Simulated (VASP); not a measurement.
The system is PtS2.

```
Pt S
1.0
     3.54320    0.00000    0.00000
    -1.77160    3.06850    0.00000
     0.00000    0.00000    5.03880
Pt S
1 2
Direct
  0.00000 0.00000 0.00000
  0.66667 0.33333 0.77300
  0.33333 0.66667 0.22700
```

- Program: VASP 6.6.1
- Task: relaxation of cell and atoms
- Functional: PBE
- Dispersion: D3(BJ)
- Potentials or basis: VASP PAW PBE potentials, release 64 (Pt, S)
- Cutoff: 600 eV
- k mesh: 9 × 9 × 5
- Occupations: fermi-dirac, width 0.05 eV
- Spin: no spin polarisation

At the start: pressure 7.3 GPa; volume 18.26 Å³/atom.

Where does the relaxation end?

Over 12 steps the energy falls by 43.9 meV/atom and the volume is 17.39 Å³/atom (-4.8 %); space group P-3m1 (No. 164, to 0.05 Å).

The path:
```
step  energy change (eV)  largest force (eV/Å)  pressure (GPa)  volume (Å³)
   1              0.0000                1.2457            7.29        54.78
   2              0.1353                0.9045          -11.33        61.64
   3             -0.0790                0.3172           -1.13        57.21
   4             -0.0791                0.3407           -0.91        57.13
   5             -0.0925                0.2305           -0.65        56.62
   6             -0.1002                0.0717           -0.26        55.91
   7             -0.1003                0.0581           -0.22        55.85
   8             -0.1049                0.0603           -0.18        55.47
   9             -0.1170                0.0692            0.02        54.32
  10             -0.1304                0.0989            0.85        52.01
  11             -0.1259                0.1919           -2.26        52.50
  12             -0.1316                0.0069           -0.12        52.16
```

Final structure:
```cif
data_structure
_symmetry_space_group_name_H-M 'P 1'
_symmetry_Int_Tables_number 1
_cell_length_a 3.5782
_cell_length_b 3.5782
_cell_length_c 4.7042
_cell_angle_alpha 90.000
_cell_angle_beta 90.000
_cell_angle_gamma 120.000
_cell_volume 52.16
loop_
_atom_site_label
_atom_site_type_symbol
_atom_site_fract_x
_atom_site_fract_y
_atom_site_fract_z
_atom_site_occupancy
Pt1 Pt 0.00000 0.00000 0.00000 1
S1 S 0.66667 0.33333 0.74347 1
S2 S 0.33333 0.66667 0.25653 1
```
